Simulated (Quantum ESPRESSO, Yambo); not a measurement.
# Quasiparticle gap of CuI (Marshite) in Yambo, part 2 of 3

Aim: the G0W0 gap of CuI (Marshite) on PBE, step by step.

Quantum ESPRESSO 7.5 and Yambo 5.3.0; PBE and many-body steps on it, plane waves. Known limits of the many-body steps: not at the basis limit; d shell near the gap, gap tends to lie low; no spin-orbit coupling.

So far. Step 2 (Ground state): The gap is direct, at Γ. Step 3 (Bands along the symmetry lines): The gap is 1.096 eV, as in the run before at this level.

The database entry behind the starting cell differs from later determinations by our own check (about 0.15 % long (mineral sample)), so it need not match the best structure at ambient conditions.

In doubt: a PseudoDojo file used here is known to give poor structures and forces, which bears on pressures, cells, forces and phonons.

## Step 4: Empty states on the mesh, 4×4×4 mesh, 254 bands

Level of this step: DFT, PBE, plane waves, norm-conserving pseudopotentials (Quantum ESPRESSO).

The sums over transitions need many empty states on a uniform mesh; this step solves for them.

pw.in reads:

```
&control
  calculation = 'nscf'
  prefix = 'x'
  outdir = 'o'
  pseudo_dir = 'pseudo'
/
&system
  ibrav = 0
  nat = 2
  ntyp = 2
  ecutwfc = 84.0
  nbnd = 254
  force_symmorphic = .true.
/
&electrons
  conv_thr = 1e-9
  electron_maxstep = 80
  diago_full_acc = .true.
  diago_thr_init = 5e-6
/
ATOMIC_SPECIES
  Cu 63.546 Cu.upf
  I 126.9 I.upf
CELL_PARAMETERS angstrom
  0.0000000000 3.0315000000 3.0315000000
  3.0315000000 -0.0000000000 3.0315000000
  3.0315000000 3.0315000000 0.0000000000
ATOMIC_POSITIONS crystal
  Cu 0.2500000000 0.2500000000 0.2500000000
  I 0.0000000000 0.0000000000 0.0000000000
K_POINTS automatic
  4 4 4 0 0 0
```

The run is started by

```bash
OMP_NUM_THREADS=1 mpirun -n 4 pw.x -nk 4 -in pw.in > pw.out
```

The log of the run:

```text
[banner, memory and clock lines left out]
Program PWSCF v.7.5 starts

     Atomic positions and unit cell read from directory:
     o/x.save/

     Message from routine setup:
     using ibrav=0 with symmetry is DISCOURAGED, use correct ibrav instead

     G-vector sticks info

     bravais-lattice index     =            0
     lattice parameter (alat)  =       8.1016  a.u.
     unit-cell volume          =     376.0099 (a.u.)^3
     number of atoms/cell      =            2
     number of atomic types    =            2
     number of electrons       =        44.00
     number of Kohn-Sham states=          254
     kinetic-energy cutoff     =      84.0000  Ry
     charge density cutoff     =     336.0000  Ry
     Exchange-correlation= PBE
                           (   1   4   3   4   0   0   0)

     celldm(1)=   8.101612  celldm(2)=   0.000000  celldm(3)=   0.000000
     celldm(4)=   0.000000  celldm(5)=   0.000000  celldm(6)=   0.000000

     crystal axes: (cart. coord. in units of alat)
               a(1) = (   0.000000   0.707107   0.707107 )
               a(2) = (   0.707107  -0.000000   0.707107 )
               a(3) = (   0.707107   0.707107   0.000000 )

     reciprocal axes: (cart. coord. in units 2 pi/alat)
               b(1) = ( -0.707107  0.707107  0.707107 )
               b(2) = (  0.707107 -0.707107  0.707107 )
               b(3) = (  0.707107  0.707107 -0.707107 )
     Pseudo is Norm-conserving + core correction, Zval = 19.0
     Generated using ONCVPSP code by D. R. Hamann
     Using radial grid of 1492 points,  6 beta functions with:
     Pseudo is Norm-conserving + core correction, Zval = 25.0
     Generated using ONCVPSP code by D. R. Hamann
     Using radial grid of 1188 points,  8 beta functions with:
     Cu               19.00    63.54600     Cu( 1.00)
     I                25.00   126.90000     I ( 1.00)

     24 Sym. Ops. (no inversion) found

   Cartesian axes

     site n.     atom                  positions (alat units)
         1        Cu     tau(   1) = (   0.3535534   0.3535534   0.3535534  )
         2        I      tau(   2) = (   0.0000000   0.0000000   0.0000000  )

     number of k points=     8
                       cart. coord. in units 2pi/alat
        k(    1) = (   0.0000000   0.0000000   0.0000000), wk =   0.0312500
        k(    2) = (   0.1767767   0.1767767  -0.1767767), wk =   0.2500000
        k(    3) = (  -0.3535534  -0.3535534   0.3535534), wk =   0.1250000
[...]
k(    7) = (  -0.7071068   0.0000000   0.0000000), wk =   0.0937500
        k(    8) = (  -0.7071068   0.3535534   0.0000000), wk =   0.1875000

     Dense  grid:    39189 G-vectors     FFT dimensions: (  48,  48,  48)

     The potential is recalculated from file :
     o/x.save/charge-density

     Starting wfcs are   23 randomized atomic wfcs +  231 random wfcs

     Band Structure Calculation

     End of band structure calculation

          k = 0.0000 0.0000 0.0000 (  4909 PWs)   bands (ev):

  -167.0560-113.9828-113.9828-113.9828-102.3482 -59.7749 -59.7749 -59.7749
   -36.5976 -36.5976 -36.5952 -36.5952 -36.5952  -4.8943   5.5003   5.5003
     5.5003   7.3186   7.3186   9.1591   9.1591   9.1591  10.2556  14.0271
    14.0271  14.0271  17.2831  18.8735  18.8735  19.9487  19.9487  19.9487
[...]
[... 20 further rows ...]
[...]
147.0752 147.0752 147.0752 148.2728 148.2728 148.2728

          k = 0.1768 0.1768-0.1768 (  4873 PWs)   bands (ev):

  -167.0560-113.9828-113.9828-113.9828-102.3482 -59.7748 -59.7748 -59.7748
[...]
[... 20 further rows ...]
[...]
148.3012 148.3012 148.4010 148.6636 148.6636 148.9430

          k =-0.3536-0.3536 0.3536 (  4910 PWs)   bands (ev):

  -167.0560-113.9828-113.9828-113.9828-102.3482 -59.7749 -59.7749 -59.7749
[...]
56.0990  57.0435  57.0435  57.2285  60.2286  60.2286  60.8490  60.8490
     [... 20 further rows ...]
   142.3655 142.3655 143.2907 143.2907 143.3951 143.9356 144.0735 144.0735
   145.7002 146.2336 146.2336 147.5597 148.0533 148.9487

          k = 0.3536 0.0000 0.0000 (  4865 PWs)   bands (ev):

     [... further k-points ...]

     highest occupied, lowest unoccupied level (ev):     9.1591   10.2556

     XML data file, pseudopotentials, collected wavefunctions
```

It took 33 s on 4 MPI ranks of Arm Neoverse V1, shared host; peak memory 0.64 GiB; 2.2 min of CPU time.

This step gave:

| Item | Value |
| --- | --- |
| gap | 1.096 eV |
| k of the valence top | 0, 0, 0 |
| k of the conduction bottom | 0, 0, 0 |
| least direct gap | 1.096 eV |
| k points computed | 8 |
| lowest point of the top converged band, above the valence top | 139.1137 eV |

On this mesh the gap is 1.096 eV.

## Step 5: Conversion and set-up

This step: Yambo 5.3.0; conversion and set-up on PBE, plane waves, norm-conserving pseudopotentials.

The states are converted to the many-body program's format and the q mesh is built.

The run is started by

```bash
(cd o/x.save; p2y > p2y.log; mv SAVE ../..); yambo > setup.log
```

The log of the run:

```text
 Yambo, version 5.3.0

 [02] CORE Variables Setup
 =========================

  [02.01] Unit cells
  ==================

  Cell kind             :  FCC
  Atoms in the cell     :  Cu  I
  number of Cu atoms    :  1
  number of I  atoms    :  1

  List of atomic masses
  Mass of Cu    :  63.54600
  Mass of I     :  126.9000

  List of atomic coordinates    : [cc]
  Cu1       :  2.864352  2.864352  2.864352  order 1
  I1       :  0.000000  0.000000  0.000000  order 2

  Alat factors          :  5.728705  5.728705  5.728705 [a.u.]
  Direct lattice volume :  376.0099 [a.u.]
  Direct lattice vectors:  A[ 1 ]  A[ 2 ]  A[ 3 ]
   A[ 1 ]:  0.000000  1.000000  1.000000  [iru]
   0.000000  5.728705  5.728705  [cc]
   A[ 2 ]:  1.000000 -0.000000  1.000000  [iru]
   5.728705 -0.000000  5.728705  [cc]
   A[ 3 ]:  1.000000  1.000000  0.000000  [iru]
   5.728705  5.728705  0.000000  [cc]

  Recip. lattice volume :  0.659691 [a.u.]
  Recip. lattice vectors:  B[ 1 ]  B[ 2 ]  B[ 3 ]
   B[ 1 ]: -0.500000  0.500000  0.500000  [iku]
  -0.548395  0.548395  0.548395  [cc]
   B[ 2 ]:  0.500000 -0.500000  0.500000  [iku]
   0.548395 -0.548395  0.548395  [cc]
   B[ 3 ]:  0.500000  0.500000 -0.500000  [iku]
   0.548395  0.548395 -0.548395  [cc]

  [02.02] Symmetries
  ==================

  Inversion symmetry    : yes
  Spatial inversion     : no
  Inversion index       :  25
  K-space Time-reversal : yes
  Magnetic symmetries   : no
  Time-reversal derived K-space symmetries:   25   48
  Group table correct   : yes
  Symmetries units      :  [cc]

   [S  1]:   1.0000     -0.38050E-17 -0.38050E-17 -0.38050E-17   1.0000      0.38050E-17  0.38050E-17  0.38050E-17   1.0000
   [S  2]:  -1.0000      0.38050E-17 -0.38050E-17  0.38050E-17  -1.0000      0.38050E-17 -0.38050E-17 -0.38050E-17   1.0000
   [S  3]:  -1.0000     -0.38050E-17  0.38050E-17  0.38050E-17   1.0000     -0.38050E-17 -0.38050E-17  0.38050E-17  -1.0000
[...]
[S  9]: -0.38050E-17   1.0000     -0.38050E-17  0.38050E-17 -0.38050E-17   1.0000       1.0000      0.38050E-17  0.38050E-17
   [S 10]: -0.38050E-17  -1.0000      0.38050E-17  0.38050E-17  0.38050E-17  -1.0000       1.0000     -0.38050E-17 -0.38050E-17
     [... 36 further rows ...]
   [S*47]:   1.0000     -0.38050E-17  0.38050E-17 -0.38050E-17  0.38050E-17  -1.0000      0.38050E-17   1.0000     -0.38050E-17
   [S*48]:   1.0000      0.38050E-17 -0.38050E-17 -0.38050E-17 -0.38050E-17   1.0000      0.38050E-17  -1.0000      0.38050E-17

  [02.03] Reciprocal space
  ========================

  nG shells         :   375
  nG charge         :   39189
  nG WFs            :   5904
  nC WFs            :   4916
  G-vecs. in first 37 shells:  [ Number ]
     1    9   15   27   51   59   65   89  113
    137   169   181   229   259   283   307   331   339
    387   411   459   531   537   561   609   645   701
[...]
1139
  ...
[...]
K/Q-points units:
  rlu = crystal or reduced units; cc = cartesian coordinates; iku = interal k-units

  K [1]          [rlu]:  0.000000  0.000000  0.000000
         WF components:   4909
  K [2]          [rlu]:  0.67262E-17  0.67262E-17  0.25000
         WF components:   4873
  K [3]          [rlu]: -0.13452E-16 -0.13452E-16 -0.50000
         WF components:   4910
  K [4]          [rlu]: -0.36222E-17  0.25000      0.25000
         WF components:   4865
  K [5]          [rlu]:  0.75770E-17  0.25000     -0.50000
         WF components:   4893
  [... 2 further k-points ...]
  K [8]          [rlu]:  0.250000 -0.500000 -0.250000
         WF components:   4916

  [02.05] Energies & Occupations
  ==============================

  [X] === General ===
  [X] Electronic Temperature                        :  0.000000  0.000000 [eV K]
  [X] Bosonic    Temperature                        :  0.000000  0.000000 [eV K]
  [X] Finite Temperature mode                       : no
  [X] El. density                                   :  0.78968E+24 [cm-3]
  [X] Fermi Level                                   :  9.159113 [eV]

  [X] === Gaps and Widths ===
  [X] Conduction Band Min                           :  1.096441 [eV]
  [X] Valence Band Max                              :  0.000000 [eV]
  [X] Filled Bands                                  :  22
  [X] Empty Bands                                   :   23  254
  [X] Direct Gap                                    :  1.096441 [eV]
  [X] Direct Gap localized at k                     :  1
  [X] Indirect Gap                                  :  1.096441 [eV]
  [X] Indirect Gap between kpts                     :  1  1
  [X] Last valence band width                       :  1.487453 [eV]
  [X] 1st conduction band width                     :  3.372476 [eV]

  E @ K [1]:  [eV]
  -176.2151 -123.1419 -123.1419 -123.1419 -111.5073  -68.9340  -68.9340  -68.9340
  -45.75667 -45.75667 -45.75435 -45.75435 -45.75435 -14.05338  -3.65882  -3.65882
   -3.6588      -1.8405      -1.8405     -0.72609E-09 -0.23751E-09   0.0000       1.0964       4.8680
[...]
occ @ K [1]
[...]
E @ K [2]:  [eV]
[...]
occ @ K [2]
[...]
E @ K [3]:  [eV]
[...]
occ @ K [3]
[...]
E @ K [4]:  [eV]
[...]
occ @ K [4]
[...]
E @ K [5]:  [eV]
[...]
occ @ K [5]
[...]
[... 2 further k-points ...]
  E @ K [8]:  [eV]
[...]
occ @ K [8]
[...]
0.000000  0.000000  0.000000  0.000000  0.000000  0.000000  0.000000  0.000000
   0.000000  0.000000  0.000000  0.000000  0.000000  0.000000  0.000000  0.000000

 [03] Transferred momenta grid and indexing
 ==========================================

 IBZ Q-points                                      :   8
 BZ  Q-points                                      :   64

 K/Q-points units:
 rlu = crystal or reduced units; cc = cartesian coordinates; iku = interal k-units

 Q [1]          [rlu]:  0.000000  0.000000  0.000000
 Q [2]          [rlu]:  0.42768E-17  0.42768E-17  0.25000
 Q [3]          [rlu]: -0.85536E-17 -0.85536E-17 -0.50000
[...]
Q [7]          [rlu]:  0.72444E-17 -0.50000     -0.50000
 Q [8]          [rlu]:  0.250000 -0.500000 -0.250000

  [03.01] X indexes
  =================

   [03.01.01] Sigma indexes
   ========================

 [06] Game Over & Game summary
```

Elapsed: 3 s, on 1 MPI rank; peak memory 0.25 GiB.

(Continued in part 3 of 3.)

[Paths, hosts, dates, memory and timing lines, banners, echoed tables and standing remarks are left out of the program output.]

[Logs are printed without paths, hosts, clocks, repeated set-up lines and the standing remarks that a program may print on its own settings, such as how far it seeks lower states.]

[Runs of the session that timed out or met a known fault of the program may be left out.]

[Hosts, paths, dates, database ids (printed as entryN), source tags and the programs' standing remarks are cut or masked in the printed files.]
